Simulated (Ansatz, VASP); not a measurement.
# Cross-check of WS2 (Tungstenite) between VASP and Ansatz, part 3 of 3

Wanted: the spread between two codes on one cell, functional and k mesh. The cell is taken from a series of VASP runs on this material, whose earlier steps may have relaxed, scaled or displaced it; both programs get it as it stands.

VASP 6.6.1 and Ansatz 0.2.0.

So far: The structure; VASP: zone-centre phonons, PBEsol.

## 3. Ansatz: zone-centre phonons, PBEsol

Level of this step: Ansatz beside VASP: Kohn-Sham DFT, plane waves, PBEsol (Ansatz).

Ansatz runs on its default PAW (the set named soft_2) files.

The same cell, functional and mesh now go to Ansatz, which takes its cutoff from its data sets.

input.yaml

```yaml
crystal:
  lattice:
    - [3.1424328633, 0.0, 0.0]
    - [-1.5712164317, 2.7214266893, 0.0]
    - [0.0, 0.0, 12.6582278882]
  atoms:
    - { symbol: W, position: [0.6666666667, 0.3333333333, 0.75] }
    - { symbol: W, position: [0.3333333333, 0.6666666667, 0.25] }
    - { symbol: S, position: [0.6666666667, 0.3333333333, 0.3738590536] }
    - { symbol: S, position: [0.3333333333, 0.6666666667, 0.8738590536] }
    - { symbol: S, position: [0.6666666667, 0.3333333333, 0.1261409464] }
    - { symbol: S, position: [0.3333333333, 0.6666666667, 0.6261409464] }
hamiltonian:
  xc: pbesol
  pseudopotentials: { kind: paw }
kpoints:
  mp_grid: { grid: [8, 8, 2] }
scf:
  occupations: { method: fixed }
phonons:
  method: dfpt
  qpoints: [[0, 0, 0]]
  dielectric: true
  rigid_motions: translations
```

Command:

```
ansatz run input.yaml --threads 4 --pin off --max-ram 9216MiB --backend cpu --events-out ev --progress --plain --runs-dir out
```

Numbers of over 12 decimals in the logs are rounded to 6 here.

The program printed:

```text
Engine: ansatz 0.2.0, x86_64-unknown-linux-gnu
Pseudopotentials: kind: paw
Pseudopotential: W, paw, valence charge 14, recommended cutoff 420 eV (normal), W.paw.azcp
Pseudopotential: S, paw, valence charge 6, recommended cutoff 420 eV (normal), S.paw.azcp
Functional definition: PBEsol
  exchange = pbesol_x
  correlation = pbesol_c
Crystal: 6 atoms, lattice volume = 108.252 Å³
Basis set: ecut = 420 eV, 2095 PW (Γ), exchange–correlation on 48×48×180 points (8 copies of the dense FFT grid, shifted against one another)
Bands: 32, of which v1, the nominal top of the filled ones, is band 26 counted from 1 (25 counted from 0)
Symmetry: 24 space group operations
k-points: 42 of 128 (irreducible under 2 space group operations, time reversal used)
Non-local potential: W, projectors of the file, l = 0: 3, l = 1: 2, l = 2: 2, l = 3: 1
Non-local potential: S, projectors of the file, l = 0: 2, l = 1: 2, l = 2: 2
PAW form: soft (Blöchl's): semilocal exchange-correlation on the pseudo side does not see the compensation charge
PAW frozen core: W, regenerated for the run's functional, and the local potential with it (the file was generated under x = pbe(κ = 0.804, μ = 0.219515), c = pbe(β = 0.066725))
PAW frozen core: S, regenerated for the run's functional, and the local potential with it (the file was generated under x = pbe(κ = 0.804, μ = 0.219515), c = pbe(β = 0.066725))
PAW one-centre angular grid: W, 590 points (default); XC on 64 Gauss nodes
PAW one-centre angular grid: S, 110 points (default); XC on 64 Gauss nodes
Initial density: superposition of atomic densities (neutral atoms: chi_scale 0, normalization atom), corrected by the library's trained network
Initial wavefunctions: pseudopotential atomic-orbital guess
Functional: x = pbesol(κ = 0.804, μ = 0.123457), c = pbesol(β = 0.046)
SCF iter   1: F=—  HF=-24058.175622 eV  |F-HF|=—  |Δ(HF+E_count)|=         —  Δρ=8.68e-3  dr2=1.48e-1  ethr=1.77e-3  ⟨swp⟩=5.0  Hψ=5401  notcnv=0  defer=119
preconditioner: auto → Resta (q_TF=auto, 2.414 Å⁻¹)  ε∞=7.5  [insulator: Δε(μ)=1.227 eV  Ē_g=8.430 eV  n_scr=26 (ndim 8)  ℏωp=21.4 eV  f_vac=0.027  ε∞_Penn≈7.5]
SCF iter   2: F=—  HF=-24058.157019 eV  |F-HF|=—  |Δ(HF+E_count)|=   1.86e-2  Δρ=3.20e-3  dr2=5.59e-3  ethr=2.85e-4  ⟨swp⟩=2.2  Hψ=1925  notcnv=0  defer=164
SCF iter   3: F=—  HF=-24058.158338 eV  |F-HF|=—  |Δ(HF+E_count)|=   1.32e-3  Δρ=1.79e-3  dr2=1.71e-3  ethr=1.08e-5  ⟨swp⟩=2.1  Hψ=1803  notcnv=0  defer=166
SCF iter   4: F=—  HF=-24058.159022 eV  |F-HF|=—  |Δ(HF+E_count)|=   6.83e-4  Δρ=6.48e-4  dr2=2.31e-4  ethr=3.28e-6  ⟨swp⟩=2.5  Hψ=2006  notcnv=0  defer=166
SCF iter   5: F=—  HF=-24058.159139 eV  |F-HF|=—  |Δ(HF+E_count)|=   1.17e-4  Δρ=1.21e-4  dr2=1.18e-5  ethr=4.44e-7  ⟨swp⟩=2.4  Hψ=2022  notcnv=0  defer=96
SCF iter   6: F=—  HF=-24058.159151 eV  |F-HF|=—  |Δ(HF+E_count)|=   1.18e-5  Δρ=1.39e-5  dr2=3.56e-7  ethr=2.27e-8  ⟨swp⟩=2.0  Hψ=1966  notcnv=0  defer=62
SCF iter   7: F=—  HF=-24058.159150 eV  |F-HF|=—  |Δ(HF+E_count)|=   1.20e-6  Δρ=2.37e-6  dr2=7.78e-9  ethr=6.85e-10  ⟨swp⟩=2.1  Hψ=2148  notcnv=0  defer=60
SCF iter   8: F=—  HF=-24058.159150 eV  |F-HF|=—  |Δ(HF+E_count)|=   6.03e-9  Δρ=4.07e-7  dr2=1.70e-10  ethr=1.50e-11  ⟨swp⟩=2.1  Hψ=2111  notcnv=0  defer=60
SCF iter   9: F=-24058.159150 eV  HF=-24058.159150 eV  |F-HF|=7.28e-12  |Δ(HF+E_count)|=  3.53e-10  Δρ=8.48e-8  dr2=9.12e-12  ethr=1.00e-12  ⟨swp⟩=13.3  Hψ=8793  notcnv=0
SCF 1 converged in 9 iterations: F = -24058.159150 eV  dr2 = 9.12e-12
  greatest PAW one-centre occupation: 1.000 electrons in one spin orbital (limit 2), on the W atom at site 1 (counted from 0), in its partial waves of l = 0
NSCF: frozen V_eff on 2 k-points
DFPT response loops at Γ: preconditioner auto → Resta (q_TF=auto, 2.414 Å⁻¹)  ε∞=7.0 (no band partly filled); β = 1.00, the filter's whole step (`scf.mixing.beta` (0.50) is not read by the response loops at its default; to damp them type it under 1.00, their step now; it binds the ground state too); Broyden in place of MSR1
── the response to a field inside a basis, on 8×8×2 k-points: an SCF that follows is theirs, and a resumed run solves both again ──
Bands: 27, of which v1, the nominal top of the filled ones, is band 26 counted from 1 (25 counted from 0)
k-points: 20 of 128 (irreducible under 8 space group operations)
Initial density: handed on by an earlier stage of this run
Initial wavefunctions: pseudopotential atomic-orbital guess (no wavefunctions were taken with the density)
Eigensolver: Dense (20 Hₖ)
SCF iter   1: F=—  HF=-24058.103816 eV  |F-HF|=—  |Δ(HF+E_count)|=         —  Δρ=2.83e-4  dr2=1.91e-5  ethr=1.00e-1
preconditioner: auto → Resta (q_TF=auto, 2.414 Å⁻¹)  ε∞=8.6  [insulator: Δε(μ)=1.388 eV  Ē_g=7.746 eV  n_scr=26 (ndim 8)  ℏωp=21.4 eV  f_vac=0.021  ε∞_Penn≈8.6]
SCF iter   2: F=—  HF=-24058.103826 eV  |F-HF|=—  |Δ(HF+E_count)|=   1.07e-5  Δρ=1.55e-4  dr2=6.14e-6  ethr=3.66e-8
SCF iter   3: F=-24058.103831 eV  HF=-24058.103831 eV  |F-HF|=6.57e-9  |Δ(HF+E_count)|=   4.61e-6  Δρ=8.85e-6  dr2=7.00e-8  ethr=1.18e-8
SCF 1 converged in 3 iterations: F = -24058.103831 eV  dr2 = 7.00e-8
  greatest PAW one-centre occupation: 1.000 electrons in one spin orbital (limit 2), on the W atom at site 0 (counted from 0), in its partial waves of l = 0
DFPT response loops at Γ: preconditioner auto → Resta (q_TF=auto, 2.414 Å⁻¹)  ε∞=6.6 (no band partly filled); β = 1.00, the filter's whole step (`scf.mixing.beta` (0.50) is not read by the response loops at its default; to damp them type it under 1.00, their step now; it binds the ground state too); Broyden in place of MSR1
WARN: field response: ε∞ stands inside a basis, on 8×8×2 points; the force constants stand on the 8×8×2 k-mesh, whose period is 12.37 times the interband length at k = (0.2500, 0.3750, 0.0000), direct gap 2.324 eV, under 14: take them and everything formed from them as unconverged, and compare with a denser kpoints.mp_grid
SCF converged after 9 iterations
Free energy (F): -24058.159150 eV
Harris-Foulkes:  -24058.159150 eV  (|F-HF|=7.28e-12)
Internal energy: -24058.159150 eV  (E = F + TS)
E sigma→0 (E₀):  -24058.159150 eV
Fermi energy:    11.217092 eV
--- Per-component energies (eV) ---
  E_band       = -393.117551
  E_kinetic    = 1334.399507
  E_local      = -3746.115261  (includes V_loc(G=0)·N_el)
  E_nonlocal   = 120.681034
  E_hartree    = 1501.601336
  E_xc         = -917.737723
  E_vxc        = -830.416530  (∫ρ·V_xc dr)
  E_paw        = -19209.085102  (= ΣΔE_a)
  E_vpaw       = -274.868797  (= ΣTr[D̂ρ^β])
  E_aug_tail   = -0.000132  (compensation charges beyond the density's cutoff)
  E_ewald      = -3142.594191
  E_core_change = 0.691382  (= ΣΔE_core)
  E_smearing   = -0.000000  (= −TS)
  E_closure    = 0.000000  (closes the sum)
  Σ components = -24058.159150   (vs F -24058.159150, Δ=0.00e0)
--- Band table (eV; the first three rows and the last of 42) ---
  k-point 0: bands = [... 22 lower, 9.1343, 9.5849, 10.0655, 11.2171, 13.6702, 13.6702, 13.6771, 13.6771, ... 2 higher]
  k-point 1: bands = [... 22 lower, 9.1172, 9.1172, 10.8852, 10.8852, 13.6685, 13.6685, 13.6685, 13.6685, ... 2 higher]
  k-point 2: bands = [... 22 lower, 9.1082, 9.8814, 10.0766, 10.7881, 13.1801, 13.4870, 13.5392, 13.5828, ... 2 higher]
  k-point 41: bands = [... 22 lower, 8.7214, 8.7214, 10.0693, 10.0693, 13.1055, 13.1055, 13.9817, 13.9817, ... 2 higher]
--- Phonons (Γ-DFPT): 4 representative perturbations + reference, on 42 of 128 k-points (Σ response iterations 12) ---
  k mesh reduced under 2 symmetry operations, with k and −k counted as one. Each operation leaves every solved perturbation unchanged. A smaller set is not considered because the run solves the response to a homogeneous field
  ASR residual: 4.806e-5 → 0.000e0 eV/Å²; symmetrization residual: 9.115e-6 eV/Å²
  ASR residual per site (eV/Å²): 4.81e-5 4.81e-5 2.19e-5 2.19e-5 2.19e-5 2.19e-5
  Γ frequencies (cm⁻¹): 0.00 0.00 0.00 20.15 20.15 27.57 294.96 294.96 296.22 296.22 354.97 354.97 355.09 355.09 415.59 416.84 436.03 437.59
  ε∞ (high-frequency dielectric tensor):
       13.461329    -0.000000    -0.000000
       -0.000000    13.461329    -0.000000
       -0.000000    -0.000000     5.632515
  ε⁰ (static dielectric tensor: ions relaxed, cell fixed):
       13.527305    -0.000000    -0.000000
       -0.000000    13.527305    -0.000000
       -0.000000    -0.000000     5.652546
  ε⁰ − ε∞ (ionic part):
        0.065975     0.000000    -0.000000
        0.000000     0.065975    -0.000000
       -0.000000    -0.000000     0.020032
  softest optical mode at Γ: 20.15 cm⁻¹; the repairs (sum rule, projections) moved no ω² at Γ by more than (1.26 cm⁻¹)²
  Born effective charges Z* (e; rows j = field, columns β = displacement):
    site 0:
        -0.65932   -0.00000    0.00000
        -0.00000   -0.65932   -0.00000
         0.00000   -0.00000   -0.44626
    site 1:
        -0.65932    0.00000    0.00000
        -0.00000   -0.65932   -0.00000
         0.00000   -0.00000   -0.44626
    site 2:
         0.32966   -0.00000    0.00000
        -0.00000    0.32966   -0.00000
         0.00000   -0.00000    0.22313
    site 3:
         0.32966    0.00000   -0.00000
         0.00000    0.32966    0.00000
        -0.00000    0.00000    0.22313
    site 4:
         0.32966    0.00000   -0.00000
         0.00000    0.32966    0.00000
        -0.00000    0.00000    0.22313
    site 5:
[...]
Z* charge neutrality: 1.246e-2 e pre-enforcement
  solved inside a basis spanned on kpoints, on 8×8×2 k-points, its susceptibility summed on 16×16×4: ε∞ is read to err by 6.0e-2, Z* by 1.8e-2 e (field_mesh: kpoints solves on kpoints); Z* is corrected for what the basis lacks
  optical modes at Γ without the LO–TO term, one row a degenerate level:
      ω (cm⁻¹)  modes    IR ((D/Å)²/amu)
[...]
optical modes at Γ + LO–TO along q̂ = [1.0000, 0.0000, 0.0000]:
      ω (cm⁻¹)  modes    IR ((D/Å)²/amu)
[...]
optical modes at Γ + LO–TO along q̂ = [0.0000, 1.0000, 0.0000]:
      ω (cm⁻¹)  modes    IR ((D/Å)²/amu)
[...]
optical modes at Γ + LO–TO along q̂ = [0.0000, 0.0000, 1.0000]:
      ω (cm⁻¹)  modes    IR ((D/Å)²/amu)
[...]
294.96      2             0.0000
        296.22      2             0.0000
        354.97      2             0.8439
        355.09      2             0.0000
        415.59      1             0.0000
        416.84      1             0.0000
        436.80      1             0.1933
        437.59      1             0.0000
--- Phonons (arbitrary-q DFPT): 1 explicit q-point ---
  q = [0, 0, 0] (of the zone-centre solve; hermiticity 4.32e-7, symmetrization 6.59e-8): 0.00 0.00 0.00 20.15 20.15 27.57 294.96 294.96 296.22 296.22 354.97 354.97 355.09 355.09 415.59 416.84 436.03 437.59
  sum rule: each row above includes the acoustic sum rule's correction from the zone centre's row sums; it moved no ω² by more than (0.43 cm⁻¹)²
```

Run time: 48 s. Hardware: 4 threads of Intel Xeon Platinum 8488C (Sapphire Rapids), shared host; peak memory 1 GiB; 2.9 min of CPU time.

The column dr2 measures how far the density is from self-consistency, as an energy; F and HF (Harris–Foulkes) agree once it is small.

## 4. Side by side

Known differences besides the potentials themselves: the data sets hold 52 valence electrons in Ansatz (default PAW (the set named soft_2) files) and 36 in VASP; the cutoff is 420 eV in Ansatz and 450 eV in VASP; Ansatz makes its cores anew for this functional, VASP keeps those of its PBE data sets; VASP leaves aspherical gradient terms in its spheres out (LASPH is not set), Ansatz keeps them. Total energies have different zeros and are not compared.

Both answers:

```
                                    quantity  Ansatz   VASP  difference
                                       ε∞ xx   13.46  13.31     +1.14 %
                                       ε∞ yy   13.46  13.31     +1.14 %
                                       ε∞ zz    5.63   5.65     -0.24 %
Born charge of W1 (mean of the diagonal) (e)   -0.59  -0.59        0.00
Born charge of S3 (mean of the diagonal) (e)    0.29   0.29        0.00
                  optical mode 1 to 2 (cm⁻¹)    20.1   19.8        +0.4
                       optical mode 3 (cm⁻¹)    27.6   26.8        +0.8
                  optical mode 4 to 5 (cm⁻¹)   295.0  297.2     -0.75 %
                  optical mode 6 to 7 (cm⁻¹)   296.2  298.9     -0.89 %
                 optical mode 8 to 11 (cm⁻¹)   355.0  357.4     -0.69 %
                      optical mode 12 (cm⁻¹)   415.6  420.4     -1.14 %
                      optical mode 13 (cm⁻¹)   416.8  421.1     -1.02 %
                      optical mode 14 (cm⁻¹)   436.0  438.5     -0.56 %
                      optical mode 15 (cm⁻¹)   437.6  440.5     -0.66 %
```

Modes are paired by rising frequency and degeneracy, not by their patterns, so a pair may still set unlike modes beside each other.

## 5. VASP: zone-centre phonons, r2SCAN

Second derivatives magnify differences that forces hide, and they need a tight electronic threshold. The cell compared in this pair holds 113.76 Å³, against 108.25 Å³ for the pair before.

INCAR

```
SYSTEM = WS2
PREC = Accurate
ENCUT = 450
EDIFF = 1E-08
NELM = 100
ISMEAR = 0
SIGMA = 0.03
LREAL = .FALSE.
ALGO = Normal
METAGGA = R2SCAN
LASPH = .TRUE.
NBANDS = 24
LORBIT = 11
LWAVE = .FALSE.
LCHARG = .FALSE.
KPAR = 4
IBRION = 6
NFREE = 2
POTIM = 0.015
NSW = 1
ISIF = 2
```

POSCAR

```
WS2
1.0
    3.1756020555      0.0000000000      0.0000000000
   -1.5878010278      2.7501520524      0.0000000000
    0.0000000000      0.0000000000     13.0262472675
W S
2 4
Direct
    0.6666666667      0.3333333333      0.7500000000
    0.3333333333      0.6666666667      0.2500000000
    0.6666666667      0.3333333333      0.3696450167
    0.3333333333      0.6666666667      0.8696450167
    0.6666666667      0.3333333333      0.1303549833
    0.3333333333      0.6666666667      0.6303549833
```

KPOINTS

```
Automatic mesh
0
Gamma
8 8 2
0 0 0
```

PAW data sets: W and S (PBE family, release 64).

Command:

```
mpirun -np 4 vasp_std
```

The program printed:

```text
[banner, memory and clock lines left out]
running    4 mpi-ranks, on    1 nodes
[...]
[... a notice as in an earlier step ...]

 LDA part: xc-table for (None), standard interpolation
 POSCAR, INCAR and KPOINTS ok, starting setup
[...]
entering main loop
       N       E                     dE             d eps       ncg     rms          rms(c)
DAV:   1     0.864009488111E+02    0.86401E+02   -0.15309E+04   960   0.121E+03
DAV:   2    -0.131765619179E+03   -0.21817E+03   -0.20906E+03  1272   0.273E+02
DAV:   3    -0.146793762210E+03   -0.15028E+02   -0.14911E+02  1264   0.726E+01
DAV:   4    -0.147156050609E+03   -0.36229E+00   -0.36111E+00  1288   0.119E+01
[...]
DAV:  17    -0.140353549894E+03   -0.73331E-07   -0.14049E-08   888   0.823E-04    0.644E-04
DAV:  18    -0.140353549904E+03   -0.10187E-07   -0.25367E-09   760   0.325E-04    0.367E-04
DAV:  19    -0.140353549902E+03    0.26475E-08   -0.90890E-10   736   0.210E-04
   1 F= -.14035355E+03 E0= -.14035355E+03  d E =-.870037E-15
[... from here on, the cycles between the ionic steps are left out ...]
   2 F= -.14035105E+03 E0= -.14035105E+03  d E =-.214374E-16
   3 F= -.14035105E+03 E0= -.14035105E+03  d E =-.143274E-16
   4 F= -.14034976E+03 E0= -.14034976E+03  d E =-.276477E-14
   5 F= -.14034976E+03 E0= -.14034976E+03  d E =-.277096E-14
   6 F= -.14035233E+03 E0= -.14035233E+03  d E =-.536750E-16
   7 F= -.14035233E+03 E0= -.14035233E+03  d E =-.381098E-16
   8 F= -.14035142E+03 E0= -.14035142E+03  d E =-.407752E-16
   9 F= -.14035138E+03 E0= -.14035138E+03  d E =-.102332E-13
 Finite differences progress:
  Degree of freedom:   4/  4
  Displacement:        2/  2
  Total:               8/  8
```

From OUTCAR (step 5):

```text
  FREE ENERGIE OF THE ION-ELECTRON SYSTEM (eV)
  ---------------------------------------------------
  free  energy   TOTEN  =      -140.3513761105 eV

  energy  without entropy=     -140.3513761105  energy(sigma->0) =     -140.35137611

[... 1 part as in an earlier step ...]

[... 1 further part left out ...]
[key lines of the parts left out:]
E-fermi :   5.4967
```

## 6. Ansatz: zone-centre phonons, r2SCAN

The same cell, functional, mesh and smearing now go to Ansatz, which takes its cutoff from its data sets.

The cell is taken from a series of VASP runs on this material, whose earlier steps may have relaxed, scaled or displaced it; both programs get it as it stands.

input.yaml

```yaml
crystal:
  lattice:
    - [3.1756020555, 0.0, 0.0]
    - [-1.5878010278, 2.7501520524, 0.0]
    - [0.0, 0.0, 13.0262472675]
  atoms:
    - { symbol: W, position: [0.6666666667, 0.3333333333, 0.75] }
    - { symbol: W, position: [0.3333333333, 0.6666666667, 0.25] }
    - { symbol: S, position: [0.6666666667, 0.3333333333, 0.3696450167] }
    - { symbol: S, position: [0.3333333333, 0.6666666667, 0.8696450167] }
    - { symbol: S, position: [0.6666666667, 0.3333333333, 0.1303549833] }
    - { symbol: S, position: [0.3333333333, 0.6666666667, 0.6303549833] }
hamiltonian:
  xc: r2scan
  pseudopotentials: { kind: paw }
kpoints:
  mp_grid: { grid: [8, 8, 2] }
scf:
  occupations: { method: gaussian, width: 0.03 }
phonons:
  method: dfpt
  qpoints: [[0, 0, 0]]
```

Command:

```
ansatz run input.yaml --threads 4 --pin off --max-ram 9216MiB --backend cpu --events-out ev --progress --plain --runs-dir out
```

The program printed:

```text
[...]
Crystal: 6 atoms, lattice volume = 113.763 Å³
Basis set: ecut = 500 eV, 2885 PW (Γ), exchange–correlation on 120×120×480 points (125 copies of the dense FFT grid, shifted against one another)
Bands: 32, of which v1, the nominal top of the filled ones, is band 26 counted from 1 (25 counted from 0)
Symmetry: 24 space group operations
k-points: 42 of 128 (irreducible under 2 space group operations, time reversal used)
[...]
k-point 41: bands = [... 22 lower, 7.7917, 7.7917, 9.1901, 9.1901, 12.3951, 12.3951, 13.2486, 13.2486, ... 2 higher]
[...]
ASR residual: 4.064e-4 → 0.000e0 eV/Å²; symmetrization residual: 4.240e-5 eV/Å²
  ASR residual per site (eV/Å²): 1.67e-4 1.67e-4 4.06e-4 4.06e-4 4.06e-4 4.06e-4
[...]
non-analytic LO–TO correction: not included (Born effective charges unavailable; polar crystals: no LO–TO splitting at Γ)
--- Phonons (arbitrary-q DFPT): 1 explicit q-point ---
[...]
[key lines of the parts left out:]
SCF converged after 10 iterations
Free energy (F): -24423.304821 eV
Fermi energy:    11.125662 eV
```

It took 60 s on 4 threads; peak memory 2.3 GiB; 3.7 min of CPU time.

## 7. Differences

What differs besides the data sets and the points named for the pairs above, as far as they apply: VASP keeps PBE cores, Ansatz makes them for the functional; the cutoff is 500 eV in Ansatz and 450 eV in VASP; VASP uses finite displacements, Ansatz perturbation theory. Total energies have different zeros and are not compared.

Compared:

```
                    quantity  Ansatz   VASP  difference
  optical mode 1 to 2 (cm⁻¹)    17.0   18.0        -0.9
       optical mode 3 (cm⁻¹)    27.5   27.6        -0.1
  optical mode 4 to 5 (cm⁻¹)   296.2  297.5     -0.43 %
  optical mode 6 to 7 (cm⁻¹)   297.3  298.5     -0.41 %
  optical mode 8 to 9 (cm⁻¹)   356.0  356.8     -0.22 %
optical mode 10 to 11 (cm⁻¹)   356.3  357.1     -0.23 %
      optical mode 12 (cm⁻¹)   421.9  424.2     -0.54 %
      optical mode 13 (cm⁻¹)   423.9  426.1     -0.51 %
      optical mode 14 (cm⁻¹)   438.8  438.8     +0.01 %
      optical mode 15 (cm⁻¹)   440.6  440.5     +0.03 %
```

Modes are paired by rising frequency and degeneracy, not by their patterns, so a pair may still set unlike modes beside each other.

## 8. Results

```json
{"r.m.s. difference of the optical zone-centre modes, each program's sorted by frequency (zone-centre phonons, PBEsol)": "2.7 cm⁻¹", "difference in optical mode 12 (zone-centre phonons, PBEsol)": "-1.1 %", "r.m.s. difference of the optical zone-centre modes, each program's sorted by frequency (zone-centre phonons, r2SCAN)": "1.2 cm⁻¹", "difference in optical mode 12 (zone-centre phonons, r2SCAN)": "-0.5 %"}
```

In words: The r.m.s. difference of the optical zone-centre modes, each program's sorted by frequency is 2.7 cm⁻¹ (zone-centre phonons, PBEsol). Among the rows given in per cent, the largest difference of the zone-centre phonons, PBEsol pair is in optical mode 12, -1.1 %. Among the rows given in per cent, the largest difference of the zone-centre phonons, r2SCAN pair is in optical mode 12, -0.5 %. Such differences can come from data sets, numerical settings and the points named under the comparisons, not from the functional's error against experiment.

[Lines on the potential files, build, host, timing and source positions are cut from VASP's logs without a mark.]

[Logs are printed without paths, hosts, clocks, repeated set-up lines and the standing remarks that a program may print on its own settings, such as how far it seeks lower states.]

[Hosts, paths, dates, database ids (printed as entryN), source tags and the programs' standing remarks are cut or masked in the printed files.]
